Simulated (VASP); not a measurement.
# TiO2 (P2_1/c) in VASP: further runs, part 2 of 3

VASP 6.6.1. The steps go on from the part before.

### Step 3. Optical spectrum, PBEsol

Contents of INCAR:

```
ALGO     = Normal         # electronic algorithm
CSHIFT   = 0.1          
EDIFF    = 1E-6           # SCF threshold, eV
ENCUT    = 520            # plane-wave cutoff, eV
GGA      = PS             # functional
ISIF     = 2              # what is computed and relaxed
ISMEAR   = 0              # smearing method
LASPH    = T              # aspherical terms in the spheres
LCHARG   = F              # write CHGCAR
LOPTICS  = T              # frequency-dependent dielectric function
LREAL    = F              # projectors in reciprocal space
LWAVE    = F              # write WAVECAR
NBANDS   = 72             # bands
NEDOS    = 1000           # points of the DOS
NELM     = 80             # most SCF steps
PREC     = Accurate       # precision mode
SIGMA    = 0.02           # smearing width, eV
```

Contents of KPOINTS:

```
k-points
0
Gamma
  5 5 5
```

Contents of POSCAR:

```
TiO2
1.0
    4.8126997814      0.0000000000      0.0000000000
    0.0000000000      4.8718844600      0.0000000000
   -0.8628854487      0.0000000000      4.9665942755
Ti O
4 8
Direct
    0.2774352600      0.0528083600      0.2131482700
    0.7225647400      0.5528083600      0.2868517300
    0.7225647400      0.9471916400      0.7868517300
    0.2774352600      0.4471916400      0.7131482700
    0.0638382200      0.1769655200      0.8515567400
    0.9361617800      0.6769655200      0.6484432600
    0.9361617800      0.8230344800      0.1484432600
    0.0638382200      0.3230344800      0.3515567400
    0.4453609900      0.7576317400      0.4667718600
    0.5546390100      0.2576317400      0.0332281400
    0.5546390100      0.2423682600      0.5332281400
    0.4453609900      0.7423682600      0.9667718600
```

Potentials or basis: VASP PAW PBE potentials, release 64 (Ti_sv, O).

On the command line:

```sh
$ cat potpaw_PBE.64/Ti_sv/POTCAR potpaw_PBE.64/O/POTCAR > POTCAR
$ mpirun -np 1 vasp_std > vasp.out
```

OUTCAR:

```text
EDIFF = 1E-6
   ENCUT = 520
   GGA = PS
   ISIF = 2
   ISMEAR = 0
   LASPH = T
   LREAL = F
   NELM = 80
   PREC = Accurate

 ion  position               nearest neighbor table
   1  0.277  0.053  0.213-   8 1.88   7 1.97   9 2.00  10 2.00   5 2.03  11 2.12  12 2.20
   2  0.723  0.553  0.287-   7 1.88   8 1.97  10 2.00   9 2.00   6 2.03  12 2.12  11 2.20
   3  0.723  0.947  0.787-   6 1.88   5 1.97  11 2.00  12 2.00   7 2.03   9 2.12  10 2.20
   4  0.277  0.447  0.713-   5 1.88   6 1.97  12 2.00  11 2.00   8 2.03  10 2.12   9 2.20
   5  0.064  0.177  0.852-   4 1.88   3 1.97   1 2.03
   6  0.936  0.677  0.648-   3 1.88   4 1.97   2 2.03
   7  0.936  0.823  0.148-   2 1.88   1 1.97   3 2.03
   8  0.064  0.323  0.352-   1 1.88   2 1.97   4 2.03
   9  0.445  0.758  0.467-   1 2.00   2 2.00   3 2.12   4 2.20
  10  0.555  0.258  0.033-   2 2.00   1 2.00   4 2.12   3 2.20
  11  0.555  0.242  0.533-   3 2.00   4 2.00   1 2.12   2 2.20
  12  0.445  0.742  0.967-   4 2.00   3 2.00   2 2.12   1 2.20

  LATTYP: Found a simple monoclinic cell.
 ALAT       =     4.8126997814
 B/A-ratio  =     1.0122976045
 C/A-ratio  =     1.0474359860
 COS(beta)  =    -0.1711736391

  Lattice vectors:

 A1 = (   4.8126997814,   0.0000000000,   0.0000000000)
[... 1754 lines left out ...]
      2.20920      1.18079      2.64833        -0.018293     -0.021843      0.000616
      1.30918      3.61673      4.80156         0.018293     -0.021843     -0.000616
 -----------------------------------------------------------------------------------
    total drift:                               -0.000000      0.000000      0.000000

  FREE ENERGIE OF THE ION-ELECTRON SYSTEM (eV)
  ---------------------------------------------------
  free  energy   TOTEN  =      -112.1301177901 eV

  energy  without entropy=     -112.1301177901  energy(sigma->0) =     -112.13011779

 electrical conductivity sigma (Mega S m-1) (frequency dependency in vasprun.xml)
  --------------------------------------------------------------------------------------
       0.000       0.000      -0.000
       0.000       0.000       0.000
      -0.000       0.000       0.000

  frequency dependent IMAGINARY DIELECTRIC FUNCTION (independent particle, no local field effects) density-density
     E(ev)      X         Y         Z        XY        YZ        ZX
  --------------------------------------------------------------------------------------------------------------
     0.00000     0.00000     0.00000     0.00000     0.00000     0.00000     0.00000
     0.83724     0.05904     0.06372     0.04138     0.00000     0.00000    -0.00046
     1.67448     0.18253     0.20112     0.11123     0.00000     0.00000    -0.00415
     2.51172     2.54402     2.03558     0.57431     0.00000     0.00000    -0.21883
     3.34896     6.91958     7.75587     4.68557     0.00000     0.00000    -0.48746
     4.18620     8.02829     8.20052     7.39854     0.00000     0.00000     0.58265
[... 92 lines left out ...]
    82.04951     0.00017     0.00017     0.00017     0.00000     0.00000    -0.00000
    82.88675     0.00016     0.00016     0.00016     0.00000     0.00000    -0.00000

  frequency dependent      REAL DIELECTRIC FUNCTION (independent particle, no local field effects) density-density
     E(ev)        X           Y           Z          XY          YZ          ZX
  --------------------------------------------------------------------------------------------------------------
     0.00000     7.57550     7.80443     6.80271     0.00000     0.00000     0.11427
     0.83724     7.80852     8.05536     6.96850     0.00000     0.00000     0.11290
     1.67448     8.71581     9.04326     7.56630     0.00000     0.00000     0.09928
     2.51172    11.40273    11.80598     9.26137     0.00000     0.00000    -0.13738
     3.34896     9.76811    10.03240    11.70265     0.00000     0.00000     0.49961
     4.18620     7.69100     6.36302     7.09537     0.00000     0.00000     0.61179
[... 92 lines left out ...]
    82.04951     0.93780     0.93724     0.93860     0.00000     0.00000     0.00077
    82.88675     0.93919     0.93864     0.93998     0.00000     0.00000     0.00075

  frequency dependent IMAGINARY DIELECTRIC FUNCTION (independent particle, no local field effects) current-current
     E(ev)      X         Y         Z        XY        YZ        ZX
  --------------------------------------------------------------------------------------------------------------
     0.00000    15.71045    16.25715    13.86729     0.00000     0.00000     0.27291
     0.83724     1.68462     1.74811     1.46695     0.00000     0.00000     0.02651
     1.67448     1.10353     1.16092     0.89545     0.00000     0.00000     0.00774
     2.51172     3.37025     2.89224     1.23300     0.00000     0.00000    -0.23040
     3.34896     7.43939     8.28790     5.33200     0.00000     0.00000    -0.45457
     4.18620     8.34222     8.45316     7.68315     0.00000     0.00000     0.60906
[... 92 lines left out ...]
    82.04951     0.00002     0.00002     0.00002     0.00000     0.00000    -0.00000
    82.88675     0.00002     0.00002     0.00002     0.00000     0.00000    -0.00000

  frequency dependent      REAL DIELECTRIC FUNCTION (independent particle, no local field effects) current-current
     E(ev)        X           Y           Z          XY          YZ          ZX
  --------------------------------------------------------------------------------------------------------------
     0.00000     7.56186     7.78961     6.79441     0.00000     0.00000     0.11431
     0.83724     7.79106     8.03628     6.95784     0.00000     0.00000     0.11302
     1.67448     8.69008     9.01419     7.55231     0.00000     0.00000     0.09987
     2.51172    11.19575    11.63558     9.21442     0.00000     0.00000    -0.11839
     3.34896     9.34639     9.57621    11.41768     0.00000     0.00000     0.52775
     4.18620     7.30949     5.97418     6.74065     0.00000     0.00000     0.58096
[... 92 lines left out ...]
    82.04951     0.93781     0.93725     0.93861     0.00000     0.00000     0.00077
    82.88675     0.93920     0.93865     0.93999     0.00000     0.00000     0.00075
```

OSZICAR:

```text
N       E                     dE             d eps       ncg     rms          rms(c)
DAV:   1     0.145646641821E+04    0.14565E+04   -0.44926E+04  5624   0.162E+03
DAV:   2     0.119547825893E+03   -0.13369E+04   -0.12111E+04  5736   0.513E+02
[... 14 lines left out ...]
DAV:  17    -0.112131331093E+03    0.26079E-02   -0.23464E-03  7424   0.201E-01    0.419E-01
DAV:  18    -0.112130585832E+03    0.74526E-03   -0.93687E-04  6240   0.107E-01    0.247E-01
DAV:  19    -0.112130206583E+03    0.37925E-03   -0.51996E-04  6080   0.829E-02    0.120E-01
DAV:  20    -0.112130129268E+03    0.77314E-04   -0.16538E-04  6240   0.456E-02    0.426E-02
DAV:  21    -0.112130118580E+03    0.10688E-04   -0.19402E-05  7008   0.154E-02    0.227E-02
DAV:  22    -0.112130117790E+03    0.79033E-06   -0.83470E-07  3432   0.429E-03
   1 F= -.11213012E+03 E0= -.11213012E+03  d E =-.926863E-20
 imaginary and real dielectric function
```

Wall time 3.9 min (1 thread of Intel Xeon Platinum 8559C (Emerald Rapids), shared host); peak memory 0.64 GiB.

What came out:

```
Free energy            : -112.1301 eV
Pressure               : -3.1 GPa
Largest force          : 0.116 eV/Å
Band gap on the k mesh : 2.28 eV, indirect (least direct gap 2.33 eV)
```

Forces on the atoms (eV/Å):
```
Ti   0.016  0.097  0.062
Ti  -0.016  0.097 -0.062
Ti  -0.016 -0.097 -0.062
Ti   0.016 -0.097  0.062
O    0.003 -0.001 -0.034
O   -0.003 -0.001  0.034
O   -0.003  0.001  0.034
O    0.003  0.001 -0.034
O    0.018  0.022 -0.001
O   -0.018  0.022  0.001
O   -0.018 -0.022  0.001
O    0.018 -0.022 -0.001
```

Stress tensor (GPa, compression positive):
```
-3.25  0.00 -0.38
 0.00 -3.08  0.00
-0.38  0.00 -3.12
```

Levels at points of the mesh, in eV from the valence-band top:
| k point | band 46 | band 47 | band 48 | band 49 | band 50 | band 51 |
| --- | --- | --- | --- | --- | --- | --- |
| (0.00, 0.00, 0.00) | -0.56 | -0.01 | 0.00 | 2.39 | 2.49 | 2.87 |

Dielectric function (mean over the directions given):
```
energy (eV)  real part  imaginary part
       0.25       7.41            0.01
       1.26       7.92            0.10
       2.26      10.09            0.70
       3.35      10.50            6.45
       4.35       6.79            8.22
       5.36       3.79            8.74
       6.45       1.06           10.55
       7.45      -3.08            6.95
       8.46      -3.18            4.21
       9.54      -2.49            2.20
      10.55      -1.66            1.16
      11.64      -0.90            0.93
      12.64      -0.50            0.84
      13.65      -0.49            0.70
      14.74      -0.23            0.54
      15.74      -0.12            0.43
      16.74       0.02            0.25
      17.83       0.17            0.11
      18.84       0.46            0.10
      19.93       0.50            0.28
```

Caveat: spectra need much finer meshes, so this one isn't converged; independent-particle spectra lack excitons; the PAW data sets were made with another functional, which shifts forces and pressure a little; an odd mesh through Γ misses points on the zone boundary, where band edges often lie. A hybrid or GW would open this gap; PBEsol tends to underestimate it.

### Step 4. Density of states, PBEsol

POSCAR is that of step 3.

Contents of INCAR.step1:

```
SYSTEM = TiO2
ALGO = Normal
EDIFF = 1E-6
ENCUT = 520
GGA = PS
ISIF = 2
ISMEAR = 0
LASPH = .True.
LCHARG = .True.
LMAXMIX = 4
LREAL = .False.
LWAVE = .False.
NELM = 60
PREC = Accurate
SIGMA = 0.02
```

Contents of KPOINTS.step1:

```
k-points
0
Gamma
  5 5 5
  0 0 0
```

Contents of INCAR.step2:

```
SYSTEM = TiO2
ALGO = Normal
EDIFF = 1E-6
ENCUT = 520
GGA = PS
ICHARG = 11
ISIF = 2
ISMEAR = -5
LASPH = .True.
LCHARG = .False.
LMAXMIX = 4
LORBIT = 11
LREAL = .False.
LWAVE = .False.
NEDOS = 2001
NELM = 60
PREC = Accurate
SIGMA = 0.02
```

Contents of KPOINTS.step2:

```
k-points
0
Gamma
  8 8 8
  0 0 0
```

On the command line:

```sh
$ cat potpaw_PBE.64/Ti_sv/POTCAR potpaw_PBE.64/O/POTCAR > POTCAR
$ cp INCAR.step1 INCAR
$ cp KPOINTS.step1 KPOINTS
$ mpirun -np 1 vasp_std > vasp.out
$ cp INCAR.step2 INCAR
$ cp KPOINTS.step2 KPOINTS
$ mpirun -np 1 vasp_std > vasp.out
```

Wall time 7.7 min (1 thread of Intel Xeon Platinum 8559C (Emerald Rapids), shared host); peak memory 0.78 GiB.

Results (log left out):

| Item | Value |
| --- | --- |
| Valence electrons inside the program's atomic spheres | Ti 10.24; O 5.05, 5.04 |

Levels at points of the mesh, in eV from the valence-band top:
```csv
k point,band 45,band 46,band 47,band 48,band 49,band 50,band 51,band 52
"(0.00, 0.00, 0.00)",-0.67,-0.56,-0.01,0.00,2.39,2.49,2.87,2.98
"(0.50, 0.00, 0.00)",-0.84,-0.74,-0.51,-0.07,2.24,2.82,2.82,2.97
"(0.00, 0.50, 0.00)",-0.94,-0.94,-0.37,-0.37,2.79,2.79,3.14,3.14
"(0.50, 0.50, 0.00)",-0.97,-0.97,-0.75,-0.75,2.66,2.66,2.92,2.92
"(0.00, 0.00, 0.50)",-1.09,-1.09,-0.41,-0.41,2.61,2.61,2.82,2.82
"(0.50, 0.00, 0.50)",-1.09,-1.09,-0.64,-0.64,2.32,2.32,3.24,3.24
"(0.00, 0.50, 0.50)",-1.13,-1.13,-0.85,-0.85,2.63,2.63,2.76,2.76
"(0.50, 0.50, 0.50)",-1.19,-1.19,-0.93,-0.93,2.51,2.51,2.85,2.85
```

States per cell in windows of 1 eV (zero at the valence-band top; states under -8 eV left out):
```csv
from (eV),total,Ti1_d,Ti2_d,Ti3_d,Ti4_d,O5_p,O6_p
-8.0,0.00,0.00,0.00,0.00,0.00,0.00,0.00
-7.0,0.00,0.00,0.00,0.00,0.00,0.00,0.00
-6.0,3.91,0.14,0.14,0.14,0.14,0.17,0.17
-5.0,10.95,0.48,0.48,0.48,0.48,0.66,0.66
-4.0,7.30,0.27,0.27,0.27,0.27,0.48,0.48
-3.0,8.93,0.34,0.34,0.34,0.34,0.69,0.69
-2.0,11.39,0.33,0.33,0.33,0.33,0.84,0.84
-1.0,5.66,0.10,0.10,0.10,0.10,0.63,0.63
0.0,0.00,0.00,0.00,0.00,0.00,0.00,0.00
1.0,0.00,0.00,0.00,0.00,0.00,0.00,0.00
2.0,6.77,1.36,1.36,1.36,1.36,0.06,0.06
3.0,10.93,2.16,2.16,2.16,2.16,0.15,0.15
4.0,0.52,0.10,0.10,0.10,0.10,0.01,0.01
5.0,0.00,0.00,0.00,0.00,0.00,0.00,0.00
6.0,0.00,0.00,0.00,0.00,0.00,0.00,0.00
```

Caveat: the PAW data sets were made with another functional, which shifts forces and pressure a little.

[end of part 2 of 3]
